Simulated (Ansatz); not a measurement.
SrCl2, CdCl2 type (it has left that coordination) was relaxed with 3 functionals in Ansatz 0.2.0, cell and atoms free, the symmetry of the start kept (meshes: PBE-D3(BJ) 6×6×6, r2SCAN+rVV10 6×6×6, PBE-D4 6×6×6). The structure was generated, not taken from experiment, and needn't be the ground state; spin polarisation is off.

The r2SCAN+rVV10 result:
```
CELL_PARAMETERS angstrom
2.45672 1.41839 4.01532
-2.45672 1.41839 4.01532
0.00000 -2.83678 4.01532
ATOMIC_POSITIONS crystal
Sr 0.00000 0.00000 0.00000
Cl 0.24995 0.24995 0.24995
Cl 0.75005 0.75005 0.75005
```

Space group Fm-3m (No. 225), cubic; conventional cell a = 6.951 Å, 27.98 Å³ an atom. Sr is surrounded by 8 Cl at 3.01 Å; Cl is surrounded by 4 Sr at 3.01 Å. The cell started from the CdCl2 type prototype, but the relaxation took it to the higher symmetry Fm-3m (No. 225), so the name no longer describes it.

(1) How does the cell change with PBE-D4?

(2) What lattice does PBE-D3(BJ) give?

Answers

(1) a = 6.968 Å; the volume differs by +0.8 % from r2SCAN+rVV10's. Sr is surrounded by 8 Cl at 3.02 Å; Cl is surrounded by 4 Sr at 3.02 Å.

(2) a = 6.956 Å; the volume differs by +0.2 % from r2SCAN+rVV10's. Sr has 8 Cl at 3.01 Å; Cl has 4 Sr at 3.01 Å.
